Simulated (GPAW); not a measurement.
# Fe (Im-3m) in GPAW: convergence with plane-wave cutoff (eV)

Aim: find how far plane-wave cutoff (eV) must go before the results for Fe settle, at RPBE. This setting moves, with any that are tied to it; all else stays.

All numbers are computed with GPAW 26.7.0; they aren't measurements. Logs are shortened: lines on timing, memory, paths and dates and some standing lists are left out, and cuts for length are marked. The log counts tension as positive stress, the text compression.

## 1. The crystal as given

Symmetry: Im-3m, No. 229, cubic system. The conventional cell has a = 2.886 Å, b = 2.886 Å, c = 2.886 Å, α = 90.00°, β = 90.00°, γ = 90.00°. Fe (site symmetry m-3m) is surrounded by 8 Fe at 2.50 Å.

## 2. With plane-wave cutoff (eV) 240

File run.py:

```python
import numpy as np
from ase.dft.bandgap import bandgap
from ase.io import write
from ase.spacegroup import crystal
from ase.units import GPa
from gpaw import GPAW, PW
from gpaw.hyperfine import hyperfine_parameters

# Fe 2a
atoms = crystal(['Fe'],
                basis=[[0.0, 0.0, 0.0]],
                spacegroup=229, setting=1,  # Im-3m
                cellpar=[2.886, 2.886, 2.886, 90.0, 90.0, 90.0],
                primitive_cell=True)
atoms.set_initial_magnetic_moments([3.0])

calc = GPAW(mode=PW(240),
            xc='RPBE',
            kpts={'size': (13, 13, 13), 'gamma': True},
            occupations={'name': 'fermi-dirac', 'width': 0.05},
            nbands=12,
            convergence={'density': 1e-05, 'energy': 1e-05},
            maxiter=150,
            txt='gpaw.txt')
atoms.calc = calc
energy = atoms.get_potential_energy()
forces = atoms.get_forces()
stress = atoms.get_stress()
calc.write('gs.gpw')
write('result.traj', atoms)
print(f'Energy: {energy:.6f} eV')
print('Forces (eV/A):')
print(forces.round(4))
print('Stress (GPa):', (stress / GPa).round(3))
print('Moments:', calc.get_magnetic_moments().round(3))
print('Fermi level:', round(calc.get_fermi_level(), 4), 'eV')
print(f'Gap: {bandgap(calc)[0]:.4f} eV, direct: {bandgap(calc, direct=True)[0]:.4f} eV')

mu_N = 3.15245125e-8  # eV/T
for core in (False, True):
    try:
        A = hyperfine_parameters(calc, exclude_core=not core)
    except AssertionError:
        print('The core levels were not found')
        break
    for a, A_vv in zip(atoms, A):
        iso = np.trace(A_vv) / 3
        dip = np.linalg.eigvalsh(A_vv - iso * np.eye(3))
        print('with core' if core else 'valence', a.symbol, f'contact field {iso / (2 * mu_N):.3f} T, dipolar',
              *(dip / (2 * mu_N)).round(3), 'T')
```

Potentials or basis: the program's PAW data sets (release 1.2.1) made for this functional, pw.

Started as:

```
OMP_NUM_THREADS=1 python run.py
```

gpaw.txt:

```text
__  _  _
 | _ |_)|_||  |
 |__||  | ||/\| - 26.7.0

Input parameters:
  mode=PW(ecut=240.0),
  convergence={'density': 1e-05, 'energy': 1e-05},
  kpts=MonkhorstPack(size=(13, 13, 13), gamma=True),
  maxiter=150,
  nbands=12,
  occupations=Occupations(name='fermi-dirac', width=0.05),
  xc=XC(name='RPBE')

Diagonalizing LCAO Hamiltonian
Converting LCAO to pw mode

       Fe

Atoms  # Å, Bohr magnetons
|   | symbol |        x |        y |        z |    initial magnetic moments |
|---|--------|----------|----------|----------|-----------------------------|
| 0 |     Fe | 0.000000 | 0.000000 | 0.000000 | ( 0.0000,  0.0000,  3.0000) |

Unit cell  # Å
| periodic |         x |         y |         z |  lengths |     angles |
|----------|-----------|-----------|-----------|----------|------------|
|      yes | -1.443000 |  1.443000 |  1.443000 | 2.499349 | 109.471221 |
|      yes |  1.443000 | -1.443000 |  1.443000 | 2.499349 | 109.471221 |
|      yes |  1.443000 |  1.443000 | -1.443000 | 2.499349 | 109.471221 |

Number of symmetries: 48
Symmetry operations  # r_c * U_cc + t_c -> r_c
|    | kind |            matrix            |
|----|------|------------------------------|
|  0 |  σ   |  1, 1, 1,  0, 0,-1,  0,-1, 0 |
|  1 |  C4  |  1, 1, 1,  0, 0,-1, -1, 0, 0 |
|  2 |  C2  |  1, 1, 1,  0,-1, 0,  0, 0,-1 |
|  3 |  S6  |  1, 1, 1,  0,-1, 0, -1, 0, 0 |
|  4 |  S6  |  1, 1, 1, -1, 0, 0,  0, 0,-1 |
|  5 |  C4  |  1, 1, 1, -1, 0, 0,  0,-1, 0 |
|  6 |  E   |  1, 0, 0,  0, 1, 0,  0, 0, 1 |
|  7 |  σ   |  1, 0, 0,  0, 1, 0, -1,-1,-1 |
|  8 |  σ   |  1, 0, 0,  0, 0, 1,  0, 1, 0 |
|  9 |  C3  |  1, 0, 0,  0, 0, 1, -1,-1,-1 |
| 10 |  C3  |  1, 0, 0, -1,-1,-1,  0, 1, 0 |
| 11 |  σ   |  1, 0, 0, -1,-1,-1,  0, 0, 1 |
| 12 |  σ   |  0, 1, 0,  1, 0, 0,  0, 0, 1 |
| 13 |  C2  |  0, 1, 0,  1, 0, 0, -1,-1,-1 |
| 14 |  C3  |  0, 1, 0,  0, 0, 1,  1, 0, 0 |
| 15 |  S4  |  0, 1, 0,  0, 0, 1, -1,-1,-1 |
[... 142 lines left out ...]
|---------|-|-------------|-------|-------|---------|
|iter:   1| |   -8.010720 | -0.22 |       |  +3.0059|
|iter:   2| |   -8.007712 | -2.59 | -1.02 |  +2.9839|
|iter:   3| |   -8.056596 | -3.11 | -1.07 |  +2.8104|
|iter:   4| |   -8.088773 | -3.60 | -1.37 |  +2.7149|
|iter:   5| |   -8.119599 | -3.19 | -1.50 |  +2.5351|
|iter:   6| |   -8.123860 | -4.60 | -1.88 |  +2.4507|
|iter:   7| |   -8.125626 | -4.66 | -2.08 |  +2.3359|
|iter:   8| |   -8.125952 | -5.32 | -2.34 |  +2.3009|
|iter:   9| |   -8.126187 | -5.41 | -2.58 |  +2.3210|
|iter:  10| |   -8.126185 | -7.21 | -3.56 |  +2.3193|
|iter:  11| |   -8.126186c| -8.08c| -3.88 |  +2.3205|
|iter:  12| |   -8.126186c| -8.79c| -5.11c|  +2.3205|

Converged in 12 steps
Energy contributions relative to reference atoms: (reference = -34624.713500)

Energy contributions:
  Kinetic:           2.943255
  Coulomb:          -2.214654
  Zero:              0.421318
  External:          0.000000
  Xc:               -9.271238
  Entropy:          -0.009733
  Spinorbit:         0.000000
  ----------------------------
  Free energy:      -8.131053
  Extrapolated:     -8.126186

dipole moment: (-3.531777, -3.531777, -3.531777)  # |e|*Ang

Total magnetic moment: (0.000000, 0.000000, 2.320472)

Local magnetic moments
|        x |        y |        z |
|----------|----------|----------|
| 0.000000 | 0.000000 | 2.369354 |  # Fe   0

Fermi level: 9.431
Eigenvalues  # (at kpt = [0.000, 0.000, 0.000])
| band index |      eig [eV] | occ [0-1] |      eig [eV] | occ [0-1] |
|------------|---------------|-----------|---------------|-----------|
|          0 |         1.269 |     1.000 |         1.356 |     1.000 |
|          1 |         7.291 |     1.000 |         9.401 |     0.643 |
|          2 |         7.291 |     1.000 |         9.402 |     0.643 |
|          3 |         7.291 |     1.000 |         9.402 |     0.642 |
|          4 |         8.347 |     1.000 |        11.282 |     0.000 |
|          5 |         8.347 |     1.000 |        11.282 |     0.000 |
|          6 |        33.767 |     0.000 |        33.326 |     0.000 |
|          7 |        33.767 |     0.000 |        33.326 |     0.000 |
|          8 |        33.767 |     0.000 |        33.327 |     0.000 |
|          9 |        38.484 |     0.000 |        38.559 |     0.000 |
|         10 |        38.484 |     0.000 |        38.559 |     0.000 |
|         11 |        40.478 |     0.000 |        41.118 |     0.000 |

No gap
No difference between direct/indirect transitions

Forces  # eV/Ang
|        x |        y |        z |
|----------|----------|----------|
| -0.00000 | -0.00000 | -0.00000 |  # Fe   0

Stress tensor  # eV/Ang^3
|         x |         y |         z |
|-----------|-----------|-----------|
|  0.155171 | -0.000000 | -0.000000 |
| -0.000000 |  0.155171 | -0.000000 |
| -0.000000 | -0.000000 |  0.155171 |

# Writing to gs.gpw (mode='')
```

stdout:

```text
Energy: -8.126186 eV
Forces (eV/A):
[[-0. -0. -0.]]
Stress (GPa): [24.861 24.861 24.861 -0.    -0.    -0.   ]
Moments: [2.369]
Fermi level: 9.4308 eV
Gap: 0.0000 eV, direct: 0.0000 eV
valence Fe contact field -1.028 T, dipolar -0.0 0.0 0.0 T
with core Fe contact field -31.387 T, dipolar -0.0 0.0 0.0 T
```

Run time: 9.6 s. Hardware: 1 thread of Arm Neoverse V2, shared host; peak memory 0.12 GiB.

Results:

* Free energy: -8.1311 eV
* Pressure: -24.9 GPa
* Band gap on the k mesh: none (metal or under the smearing width)
* Net moment: 2.32 μB per cell
* Site moments: Fe +2.37 μB

## 3. With plane-wave cutoff (eV) 300

run.py: that of step 2 with these lines changed.

```diff
@@ -16,3 +16,3 @@
 
-calc = GPAW(mode=PW(240),
+calc = GPAW(mode=PW(300),
             xc='RPBE',
```

Potentials or basis: the program's PAW data sets (release 1.2.1) made for this functional, pw.

Started as:

```
OMP_NUM_THREADS=1 python run.py
```

Wall time 11 s (1 thread of Arm Neoverse V2, shared host); peak memory 0.12 GiB.

Results:

```yaml
Free_energy: -8.3036 eV
Pressure: -2.4 GPa
Band_gap_on_the_k_mesh: none (metal or under the smearing width)
Net_moment: 2.29 μB per cell
Site_moments: Fe +2.33 μB
```

## 4. With plane-wave cutoff (eV) 370

run.py: that of step 3 with these lines changed.

```diff
@@ -16,3 +16,3 @@
 
-calc = GPAW(mode=PW(300),
+calc = GPAW(mode=PW(370),
             xc='RPBE',
```

Started as:

```
OMP_NUM_THREADS=1 python run.py
```

Run time: 12 s. Hardware: 1 thread of Arm Neoverse V2, shared host; peak memory 0.13 GiB.

Results:

```yaml
Free_energy: -8.3771 eV
Pressure: -7.3 GPa
Band_gap_on_the_k_mesh: none (metal or under the smearing width)
Net_moment: 2.30 μB per cell
Site_moments: Fe +2.35 μB
```

## 5. With plane-wave cutoff (eV) 450

run.py: that of step 4 with these lines changed.

```diff
@@ -16,3 +16,3 @@
 
-calc = GPAW(mode=PW(370),
+calc = GPAW(mode=PW(450),
             xc='RPBE',
```

Started as:

```
OMP_NUM_THREADS=1 python run.py
```

Run time: 16 s. Hardware: 1 thread of Arm Neoverse V2, shared host; peak memory 0.14 GiB.

It converged, with:

```yaml
Free_energy: -8.5121 eV
Pressure: -5.3 GPa
Band_gap_on_the_k_mesh: none (metal or under the smearing width)
Net_moment: 2.30 μB per cell
Site_moments: Fe +2.36 μB
```

## 6. With plane-wave cutoff (eV) 530

run.py: that of step 5 with these lines changed.

```diff
@@ -16,3 +16,3 @@
 
-calc = GPAW(mode=PW(450),
+calc = GPAW(mode=PW(530),
             xc='RPBE',
```

Potentials or basis: the program's PAW data sets (release 1.2.1) made for this functional, pw.

Started as:

```
OMP_NUM_THREADS=1 python run.py
```

It took 16 s on 1 thread of Arm Neoverse V2, shared host; peak memory 0.14 GiB.

The run converged. Its results:

```yaml
Free_energy: -8.5532 eV
Pressure: -1.7 GPa
Band_gap_on_the_k_mesh: none (metal or under the smearing width)
Net_moment: 2.30 μB per cell
Site_moments: Fe +2.36 μB
```

## 7. With plane-wave cutoff (eV) 600

run.py: that of step 6 with these lines changed.

```diff
@@ -16,3 +16,3 @@
 
-calc = GPAW(mode=PW(530),
+calc = GPAW(mode=PW(600),
             xc='RPBE',
```

Started as:

```
OMP_NUM_THREADS=1 python run.py
```

Wall time 18 s (1 thread of Arm Neoverse V2, shared host); peak memory 0.14 GiB.

Results (log left out):

* Free energy: -8.5558 eV
* Pressure: -1.3 GPa
* Band gap on the k mesh: none (metal or under the smearing width)
* Net moment: 2.30 μB per cell
* Site moments: Fe +2.36 μB

## 8. With plane-wave cutoff (eV) 720

run.py: that of step 7 with these lines changed.

```diff
@@ -16,3 +16,3 @@
 
-calc = GPAW(mode=PW(600),
+calc = GPAW(mode=PW(720),
             xc='RPBE',
```

Started as:

```
OMP_NUM_THREADS=1 python run.py
```

It took 19 s on 1 thread of Arm Neoverse V2, shared host; peak memory 0.15 GiB.

The run converged. Its results:

* Free energy: -8.5689 eV
* Pressure: -2.1 GPa
* Band gap on the k mesh: none (metal or under the smearing width)
* Net moment: 2.30 μB per cell
* Site moments: Fe +2.36 μB

## 9. The series at a glance

```tsv
plane-wave cutoff (eV)	energy less the tightest run, at zero smearing (meV/atom)	pressure (GPa)	largest site moment (μB)	SCF cycles	CPU time (s)	peak memory (GiB)
240	437.89	-24.86	2.37	12	9.6	0.12
300	265.40	-2.40	2.33	13	11	0.12
370	191.86	-7.30	2.35	13	12	0.13
450	56.82	-5.31	2.36	13	16	0.14
530	15.70	-1.65	2.36	13	16	0.14
600	13.13	-1.35	2.36	13	18	0.14
720	0.00	-2.09	2.36	13	19	0.15
```

Against the tightest run, the largest site moment stays within 0.02 μB from 370 on. Not settled before the last step: the energy (to 1 meV/atom), the pressure (to 0.1 GPa). The tightest run that finished is the yardstick and may itself not be fully converged.

Caveats: the dipolar part lacks the spin inside other atoms' spheres.
